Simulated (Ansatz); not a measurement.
# Mg/GaN/Hf: conductance for both polarities, part 2 of 3

Wanted: the change of resistance of Mg/GaN/Hf with the barrier's polarity. The lower electrode is Mg hcp(0001), the upper one Hf hcp(0001); the barrier is GaN wurtzite(0001) (whole bilayers). In the first transport cell, after relaxation, the nearest pair of electrode and barrier is Mg–N at 2.04 Å, along the normal, at the lower face and Hf–Ga at 2.99 Å, at a slant, at the upper one. All share a net of side 3.205 Å, which strains the lower electrode by +0.5 %, the upper one by +0.2 % and the barrier by -0.5 %, against typed lattice constants near PBE's. The first steps treat the bulk electrodes alone.

Ansatz 0.2.0; PBE DFT, plane waves, PAW files (the session's first sound run).

So far. Step 4 (Relaxing the interfaces, box 44.4 Å, polarity N face on …): The largest force component on a free atom ends at 0.030 eV/Å. At one or more of this run's solves the program warned of density in the dipole ramp over its bound, where dipole, forces and levels can be off.

## Step 5: T(E) of the junction, polarity N face on the lower electrode, gap between the electrodes 12.96 Å

This step: PBE DFT, plane waves, PAW files; ballistic transmission by layer matching between semi-infinite leads (Ansatz 0.2.0).

System of this step: Mg/GaN/Hf. The cell holds 30 atoms: 11 Mg, 4 N, 4 Ga and 11 Hf. Cell: a = 3.205 Å, b = 3.205 Å, c = 77.949 Å, α = 90.0°, β = 90.0°, γ = 120.0°. Regions: left electrode, 11 atoms (11 Mg); barrier, 8 atoms (4 N and 4 Ga); right electrode, 11 atoms (11 Hf). Vacuum lies along c.

The relaxed core is set between ideal electrode layers (this cell holds 8 atomic planes between the electrodes; where that differs from the relaxed slab, whole periods were copied in or cut out without a new relaxation), which the solver continues as semi-infinite leads. A wide energy window on a coarse mesh (12×12) shows where the Fermi level lies against the barrier's bands; the projected density of states shows how far the metals' states reach in.

The input, input.yaml:

```yaml
crystal:
  lattice:
    - [3.205, 0.0, 0.0]
    - [-1.6025, 2.7756114191, 0.0]
    - [0.0, 0.0, 77.948687675]
  atoms:
    - { symbol: Mg, position: [0.0, 0.0, 0.0898026665] }
    - { symbol: Mg, position: [0.33333333, 0.66666667, 0.1229001206] }
    - { symbol: Mg, position: [0.0, 0.0, 0.1559975748] }
    - { symbol: Mg, position: [0.33333333, 0.66666667, 0.189095029] }
    - { symbol: Mg, position: [0.0, 0.0, 0.2221924832] }
    - { symbol: Mg, position: [0.33333333, 0.66666667, 0.2552899374] }
    - { symbol: Mg, position: [0.0, 0.0, 0.2883873915] }
    - { symbol: Mg, position: [0.33333333, 0.66666667, 0.3214848457] }
    - { symbol: Mg, position: [0.0, 0.0, 0.3545822999] }
    - { symbol: Mg, position: [0.33333333, 0.66666667, 0.3876797541] }
    - { symbol: Mg, position: [0.0, 0.0, 0.4194034572] }
    - { symbol: "N", position: [0.0, 0.0, 0.4455208471] }
    - { symbol: Ga, position: [0.33333333, 0.66666667, 0.4537149578] }
    - { symbol: "N", position: [0.33333333, 0.66666667, 0.4792718911] }
    - { symbol: Ga, position: [0.0, 0.0, 0.4873934152] }
    - { symbol: "N", position: [0.0, 0.0, 0.5129367971] }
    - { symbol: Ga, position: [0.33333333, 0.66666667, 0.5210908407] }
    - { symbol: "N", position: [0.33333333, 0.66666667, 0.5465906259] }
    - { symbol: Ga, position: [0.0, 0.0, 0.5555241377] }
    - { symbol: Hf, position: [0.33333333, 0.66666667, 0.5856307228] }
    - { symbol: Hf, position: [0.0, 0.0, 0.617326658] }
    - { symbol: Hf, position: [0.33333333, 0.66666667, 0.6498678442] }
    - { symbol: Hf, position: [0.0, 0.0, 0.6824090304] }
    - { symbol: Hf, position: [0.33333333, 0.66666667, 0.7149502165] }
    - { symbol: Hf, position: [0.0, 0.0, 0.7474914027] }
    - { symbol: Hf, position: [0.33333333, 0.66666667, 0.7800325889] }
    - { symbol: Hf, position: [0.0, 0.0, 0.812573775] }
    - { symbol: Hf, position: [0.33333333, 0.66666667, 0.8451149612] }
    - { symbol: Hf, position: [0.0, 0.0, 0.8776561474] }
    - { symbol: Hf, position: [0.33333333, 0.66666667, 0.9101973335] }
kpoints:
  mp_grid: { grid: [12, 12, 1] }
scf:
  occupations: { method: fermi_dirac, width: 0.1 }
  max_iter: 150
hamiltonian:
  xc: pbe
output:
  transmission:
    kmesh: [12, 12]
    e_range: [-4, 2]
    de: 0.1
    leads: [[4, 6], [24, 26]]
  dos: { projected: true, e_range: [-6, 5], de: 0.05 }
  write_potential: true
  write_density: true
  volumetric_format: npy
  elf: true
```

Command:

```
$ ansatz run input.yaml --threads 4 --pin off --max-ram 10240MiB --backend cpu --events-out ev --progress --plain --runs-dir out
```

It took 5.9 min on 4 threads of Arm Neoverse V2, shared host; peak memory 6.2 GiB.

Numbers from this step:

```yaml
free_energy: -210766.9970 eV
fermi_energy: 9.915 eV
level_to_which_the_leads_are_filled: 0 eV from the Fermi level
transmission_at_the_fermi_level_a_spin_zone_mean: 0.01772
channels_of_the_lower_lead: 0.7986
channels_of_the_upper_lead: 0.7083
potential_step_in_the_lower_lead: 25.7 meV
potential_step_in_the_upper_lead: 14.6 meV
```

One spin. The transmission, zone mean by energy, zero at the Fermi level:

```
energy (eV)  transmission, zone mean
      -4.00                    0.304
      -3.80                    0.333
      -3.60                    0.334
      -3.40                    0.304
      -3.20                    0.402
      -3.00                    0.414
      -2.80                    0.497
      -2.60                    0.476
      -2.30                    0.156
      -2.10                   0.0724
      -1.90                   0.0277
      -1.70                  0.00376
      -1.50                   0.0168
      -1.30                  0.00812
      -1.10                  0.00435
      -0.90                  0.00279
      -0.70                   8.6e-4
      -0.50                  0.00242
      -0.30                  0.00574
      -0.10                   0.0304
       0.00                   0.0177
       0.10                   0.0109
       0.30                  0.00434
       0.60                  0.00298
       0.80                  0.00318
       1.00                  0.00451
       1.20                  0.00567
       1.40                  0.00770
       1.60                  0.00539
       1.80                  0.00466
       2.00                  0.00159
```

One spin. Table of open channels, zone mean by energy, zero at the Fermi level:

```
energy (eV)  lower lead  upper lead
      -4.00       0.590       0.590
      -3.80       0.590       0.590
      -3.60       0.590       0.667
      -3.40       0.632       0.792
      -3.20       0.674       0.854
      -3.00       0.757       0.854
      -2.80       0.757       0.812
      -2.60       0.840        0.75
      -2.30       0.840       0.583
      -2.10       0.882       0.562
      -1.90       0.965       0.576
      -1.70        1.05       0.368
      -1.50        1.04       0.785
      -1.30           1        1.02
      -1.10        1.01        1.52
      -0.90        1.01        1.60
      -0.70       0.715        1.17
      -0.50       0.840       0.333
      -0.30       0.840         0.5
      -0.10       0.965       0.569
       0.00       0.799       0.708
       0.10       0.924        0.75
       0.30       0.896        1.12
       0.60        1.23        1.47
       0.80        1.35        1.17
       1.00        1.40        1.37
       1.20        1.23        1.02
       1.40        1.27       0.812
       1.60        1.26        1.18
       1.80        1.30        1.16
       2.00        1.34       0.979
```

Transmission over k1 and k2. At 0.0000 eV from the Fermi level; zeros and values more than six decades under the largest are shown at that floor.

log10 of the mean of each cell; the least values stand at a floor. Values, 12 rows by 12 columns:
```
-6.5 -6.5 -6.5 -6.5 -6.5 -6.5 -6.5 -6.5 -3.5 -6.5 -6.5 -3.5
-6.5 -6.5 -6.5 -6.5 -6.5 -6.5 -6.5 -6.5 -6.5 -6.5 -3.8 -6.5
-3.4 -6.5 -6.5 -6.5 -6.5 -6.5 -6.5 -6.5 -6.5 -3.4 -6.5 -6.5
-6.5 -6.5 -6.5 -6.5 -2.0 -1.5 -2.0 -6.5 -6.5 -6.5 -6.5 -3.5
-6.5 -6.5 -6.5 -6.5 -1.5 -0.5 -0.5 -1.5 -6.5 -6.5 -6.5 -6.5
-6.5 -6.5 -6.5 -6.5 -2.0 -0.5 -0.7 -0.5 -2.0 -6.5 -6.5 -6.5
-6.5 -6.5 -6.5 -6.5 -6.5 -1.5 -0.5 -0.5 -1.5 -6.5 -6.5 -6.5
-6.5 -3.5 -6.5 -6.5 -6.5 -6.5 -2.0 -1.5 -2.0 -6.5 -6.5 -6.5
-3.4 -6.5 -6.5 -3.4 -6.5 -6.5 -6.5 -6.5 -6.5 -6.5 -6.5 -6.5
-6.5 -6.5 -3.8 -6.5 -6.5 -6.5 -6.5 -6.5 -6.5 -6.5 -6.5 -6.5
-6.5 -3.5 -6.5 -6.5 -3.5 -6.5 -6.5 -6.5 -6.5 -6.5 -6.5 -6.5
-6.5 -6.5 -6.5 -3.4 -6.5 -6.5 -6.5 -6.5 -6.5 -3.4 -6.5 -6.5
```
Columns: k1 (b1) from -0.5 to 0.417; rows upwards: k2 (b2) from -0.5 to 0.417.

Open channels of the lower lead over k1 and k2. At 0.0000 eV from the Fermi level.

Ten even steps from '0' (0.00) to '9' (3.00):
```
603333066006
033000330090
330033003300
030333330306
630333333036
603033333030
663033333303
060303333303
300330033003
009003300033
660066033330
660306660306
```
Columns: k1 (b1) from -0.5 to 0.417; rows upwards: k2 (b2) from -0.5 to 0.417.

Open channels of the upper lead over k1 and k2. At 0.0000 eV from the Fermi level.

Ten even steps from '_' (0.00) to '@' (2.00):
```
________________@@@@@@@@
@@______________@@@@@@@@
@@________________@@@@@@
@@______++++++______@@@@
________++@@@@++________
________++@@@@@@++______
__________++@@@@++______
@@@@@@______++++++______
@@@@@@@@________________
@@@@@@@@@@______________
__@@@@@@@@______________
____@@@@@@______@@@@@@__
```
Columns: k1 (b1) from -0.5 to 0.417; rows upwards: k2 (b2) from -0.5 to 0.417.

Projected DOS an atom over height of the atomic layer and energy from the Fermi level. Layers: Mg Mg Mg Mg Mg Mg Mg Mg Mg Mg Mg N Ga N Ga N Ga N Ga Hf Hf Hf Hf Hf Hf Hf Hf Hf Hf Hf; projections on atoms miss part of the total, and the computed bands can run out at the top of the range; a column is the mean of 2 neighbouring layers, the last of those left over.

Ten even steps from '0' (0.01 states/eV) to '9' (1.57 states/eV), each cell a mean:
```
000000221455555
000000221344444
000000121334335
000000000333336
000000000334445
000000001454447
000000000277776
000000000389998
100000000599999
000100000267778
000000000343348
100001000599898
111112101477778
111114422345443
111115543355555
111114454244444
111113343244443
111112333123332
111112222111111
111111222111111
111111111000000
011111111000000
```
Columns: height of the atomic layer (Å) from 8.29 to 69.7 (not evenly spaced); rows upwards: energy from the Fermi level (eV) from -6 to 5.

Electrostatic potential energy in the ca plane at fractional y = 0.000, with atoms of Mg and N and Ga and Hf within 0.2 Å of it. With pseudopotentials it is smooth inside the atoms' cores, unlike the true potential.

Ten even steps from '0' (-56 eV) to '9' (12 eV), each cell a mean:
```
99984005899999999840169831499998666678612799
99998668999999999976689987899999876789978999
99999999999999999999999999989999998999999899
99999999999988999999999999888999999999998889
99999999999988999999999999889999999999998889
99998888999999999988899999999999987899999999
99986337899999999863379964699999766679855899
99983004899999999720058720289998666678400699
```
Columns run along c (16.0 Å, from fractional 0.33 to 0.54 of the cell; values clipped at the 3rd and 97th percentile), rows up along a (3.2 Å). Atoms in or near the plane, at fractional coordinates: Mg at (0.35, 0.00), Mg at (0.42, 0.00), N at (0.45, 0.00), Ga at (0.49, 0.00), N at (0.51, 0.00).

Valence density in the ca plane at fractional y = 0.000, with atoms of Mg and N and Ga and Hf within 0.2 Å of it. It is the smooth field of the valence electrons, not physical close to the nuclei.

Values in e/Å³, 5 rows by 16 columns, each cell a mean:
```
 0  8  1  2  1  0  4  5  0  0  0 10  5  0  0  0
 0  0  0  0  0  0  0  0  0  0  0  1  0  0  0  0
 0  0  0  0  0  0  0  0  0  1  0  0  0  0  1  0
 0  1  0  1  0  0  1  0  0  0  0  2  1  0  0  0
 0 15  2  3  1  0  7  9  0  0  0 15  7  0  0  0
```
Columns run along c (16.0 Å, from fractional 0.47 to 0.67 of the cell), rows up along a (3.2 Å). Atoms in or near the plane, at fractional coordinates: Ga at (0.49, 0.00), N at (0.51, 0.00), Ga at (0.56, 0.00), Hf at (0.62, 0.00).

ELF in the ca plane at fractional y = 0.000, with atoms of Mg and N and Ga and Hf within 0.2 Å of it. It is the smooth field of the valence electrons, not physical close to the nuclei.

Ten even steps from '0' (0.03) to '9' (0.83), each cell a mean:
```
01200015975973001100036865675269997247777742
01221124799852012221236522234226863134322331
14553211355321135542233212112321211331121123
35776300011221246763111123312453224421232124
25675210122221146753222123212432123431232124
13432212577631124432235311123213431232111232
01210124888972001210136643454248985235545541
01201015942873001101026876785279997347888842
```
Columns run along c (16.0 Å, from fractional 0.47 to 0.67 of the cell), rows up along a (3.2 Å). Atoms in or near the plane, at fractional coordinates: Ga at (0.49, 0.00), N at (0.51, 0.00), Ga at (0.56, 0.00), Hf at (0.62, 0.00).

At the Fermi level the transmission is 0.018, as a zone mean for one spin on this coarse mesh. At the Fermi level the layers of this cell's barrier hold from 0.0080 to 0.15 states an eV and atom. In the worse lead the potential repeats within 25.7 meV, which the program flags as too much for a lead, so G carries that doubt.

## Step 6: Conductance, polarity N face on the lower electrode, gap between the electrodes 12.96 Å

The conductance needs T(E) within ten thermal energies of the Fermi level, on steps under 1.5 kT, and a finer mesh (30×30), since the current can rest on few wavevectors.

input.yaml: that of step 5 with these lines changed.

```diff
@@ -45,10 +45,5 @@
   transmission:
-    kmesh: [12, 12]
-    e_range: [-4, 2]
-    de: 0.1
+    kmesh: [30, 30]
+    e_range: [-0.26, 0.27]
+    de: 0.0375
     leads: [[4, 6], [24, 26]]
-  dos: { projected: true, e_range: [-6, 5], de: 0.05 }
-  write_potential: true
-  write_density: true
-  volumetric_format: npy
-  elf: true
```

Run time: 7.8 min. Hardware: 4 threads; peak memory 5.2 GiB; 26 min of CPU time.

This step gave:

One spin. Table of transmission, zone mean by energy, zero at the Fermi level:

```
energy (eV)  transmission, zone mean
     -0.260                   0.0115
     -0.223                   0.0150
     -0.185                   0.0228
     -0.147                   0.0305
     -0.110                   0.0282
     -0.072                   0.0247
     -0.035                   0.0211
      0.003                   0.0174
      0.040                   0.0143
      0.077                   0.0116
      0.115                  0.00952
      0.152                  0.00808
      0.190                  0.00694
      0.228                  0.00601
      0.265                  0.00512
```

One spin. Table of open channels, zone mean by energy, zero at the Fermi level:

```
energy (eV)  lower lead  upper lead
     -0.260       0.841       0.513
     -0.223       0.881       0.547
     -0.185       0.894       0.618
     -0.147       0.814       0.618
     -0.110       0.828       0.658
     -0.072       0.868       0.624
     -0.035       0.854       0.627
      0.003       0.874       0.673
      0.040       0.908        0.68
      0.077       0.888       0.707
      0.115       0.921       0.747
      0.152       0.988       0.767
      0.190       0.988       0.873
      0.228        1.02       0.967
      0.265       0.957        1.01
```

Transmission over k1 and k2. At 0.0025 eV from the Fermi level; zeros and values more than six decades under the largest are shown at that floor.

log10 of the mean of each cell; the least values stand at a floor. Values, 12 rows by 16 columns:
```
-6.4 -6.4 -6.4 -4.7 -4.1 -4.6 -6.4 -6.4 -6.4 -6.4 -4.3 -4.3 -3.9 -4.3 -4.3 -4.7
-6.4 -6.4 -6.4 -6.4 -6.4 -6.4 -6.4 -6.4 -6.4 -6.4 -4.8 -5.0 -4.0 -3.4 -4.0 -4.7
-3.6 -5.1 -6.4 -6.4 -6.4 -6.4 -6.4 -6.4 -6.4 -6.4 -6.4 -3.7 -3.6 -3.7 -3.9 -3.8
-3.7 -5.1 -6.4 -6.4 -3.8 -2.4 -1.9 -2.0 -2.6 -4.2 -6.4 -4.9 -3.9 -4.2 -4.2 -4.2
-6.4 -6.4 -6.4 -6.4 -3.0 -1.5 -0.7 -0.6 -0.8 -1.5 -2.8 -6.4 -6.4 -6.4 -6.4 -6.4
-6.4 -6.4 -6.4 -6.4 -3.5 -1.6 -0.6 -0.5 -0.5 -0.6 -1.4 -3.0 -6.4 -6.4 -6.4 -6.4
-6.4 -6.4 -6.4 -6.4 -6.4 -2.8 -1.3 -0.6 -0.5 -0.5 -0.9 -2.2 -6.4 -6.4 -6.4 -6.4
-6.4 -4.0 -4.9 -6.4 -6.4 -6.4 -3.0 -1.7 -1.0 -0.9 -1.3 -2.3 -6.4 -6.4 -6.4 -6.4
-3.5 -4.7 -6.4 -3.7 -3.7 -4.9 -6.4 -6.4 -3.4 -2.7 -2.8 -3.8 -6.4 -6.4 -6.4 -4.0
-3.7 -4.2 -3.4 -3.6 -3.8 -4.2 -6.4 -6.4 -6.4 -6.4 -6.4 -6.4 -6.4 -6.4 -6.4 -4.7
-6.4 -4.2 -4.1 -3.7 -5.3 -4.1 -6.4 -6.4 -6.4 -6.4 -6.4 -6.4 -6.4 -6.4 -6.4 -6.4
-6.4 -4.7 -5.2 -3.7 -3.6 -4.1 -6.4 -6.4 -6.4 -6.4 -6.4 -3.7 -3.6 -4.3 -6.4 -6.4
```
Columns: k1 (b1) from -0.5 to 0.467; rows upwards: k2 (b2) from -0.5 to 0.467.

G = 1.6e13 S/m² (1/G = 0.0643 Ω µm²). The largest error estimate is 23 %, from the leads' potential steps. In the worse lead the potential repeats within 25.7 meV, which the program flags as too much for a lead, so G carries that doubt. By hand, Landauer's formula with T at one energy: G = (e²/h) ΣT / A = 3.874e-5 S × 0.0348 / 8.896 Å² = 1.5e13 S/m², with T summed over both spins. The printed value averages T over the Fermi window and is 1.0 times this.

## Step 7: Relaxing the interfaces, box 44.3 Å, polarity Ga face on the lower electrode

This step: PBE DFT, plane waves, PAW files (Ansatz 0.2.0).

System of this step: Mg/GaN/Hf. The cell holds 16 atoms: 4 Mg, 4 Ga, 4 N and 4 Hf. Cell: a = 3.205 Å, b = 3.205 Å, c = 44.307 Å, α = 90.0°, β = 90.0°, γ = 120.0°. Vacuum lies along c.

The new interface needs a relaxation of its own, since bond lengths at the faces set the dipole and the overlap. A short slab in vacuum serves: only the barrier and the layers next to it are taken over, and later cells can add or drop layers in the barrier's middle. The dipole correction removes the field that unlike faces would set up across the vacuum.

The input, input.yaml:

```yaml
crystal:
  lattice:
    - [3.205, 0.0, 0.0]
    - [-1.6025, 2.7756114191, 0.0]
    - [0.0, 0.0, 44.3069995473]
  atoms:
    - { symbol: Mg, position: [0.33333333, 0.66666667, 0.1805583786] }
    - { symbol: Mg, position: [0.0, 0.0, 0.238934222] }
    - { symbol: Mg, position: [0.33333333, 0.66666667, 0.2973100653] }
    - { symbol: Mg, position: [0.0, 0.0, 0.3556859086] }
    - { symbol: Ga, position: [0.33333333, 0.66666667, 0.3994410083] }
    - { symbol: "N", position: [0.66666667, 0.33333333, 0.4140351289] }
    - { symbol: Ga, position: [0.66666667, 0.33333333, 0.4587667019] }
    - { symbol: "N", position: [0.33333333, 0.66666667, 0.4733608225] }
    - { symbol: Ga, position: [0.33333333, 0.66666667, 0.5180923954] }
    - { symbol: "N", position: [0.66666667, 0.33333333, 0.532686516] }
    - { symbol: Ga, position: [0.66666667, 0.33333333, 0.577418089] }
    - { symbol: "N", position: [0.33333333, 0.66666667, 0.5920122096] }
    - { symbol: Hf, position: [0.33333333, 0.66666667, 0.6486624009] }
    - { symbol: Hf, position: [0.0, 0.0, 0.7055888077] }
    - { symbol: Hf, position: [0.33333333, 0.66666667, 0.7625152146] }
    - { symbol: Hf, position: [0.0, 0.0, 0.8194416214] }
kpoints:
  mp_grid: { grid: [8, 8, 1] }
scf:
  occupations: { method: fermi_dirac, width: 0.1 }
  max_iter: 150
hamiltonian:
  xc: pbe
efield:
  axis: 3
  dipole_correction: true
relax:
  f_tol: 0.04
  max_steps: 90
output:
  forces: true
```

The job ended after 66 s (4 threads; peak memory 1.4 GiB).

Relaxation path:

```
step  energy less that of the first step (eV)  largest force component (eV/Å)
   1                                   0.0000                          1.9861
   2                                  -0.6937                          0.7856
   3                                  -0.9344                          1.0236
   4                                  -0.9920                          0.1709
   5                                  -0.9942                          0.1416
   6                                  -0.9951                          0.0151
```

Forces are held to the 6 operations that the run works with; a distortion that breaks them can't arise in this run.

The atoms that moved most (Å):

```
atom     dx     dy      dz  length
 Mg1  0.000  0.000  -0.361   0.361
 Mg3  0.000  0.000  -0.350   0.350
 Mg2  0.000  0.000  -0.346   0.346
 Mg4  0.000  0.000  -0.339   0.339
  N8  0.000  0.000   0.249   0.249
 N10  0.000  0.000   0.248   0.248
  N6  0.000  0.000   0.246   0.246
 N12  0.000  0.000   0.243   0.243
```

This step gave:

| Item | Value |
| --- | --- |
| free energy | -87250.5267 eV |
| Fermi energy | 7.294 eV |

The largest force component on a free atom ends at 0.015 eV/Å. At one or more of this run's solves the program warned of density in the dipole ramp over its bound, where dipole, forces and levels can be off.

(Continued in part 3 of 3.)

[Logs are printed without paths, hosts, clocks, repeated set-up lines and the standing remarks that a program may print on its own settings, such as how far it seeks lower states.]

[Hosts, paths, dates, database ids (printed as entryN), source tags and the programs' standing remarks are cut or masked in the printed files.]
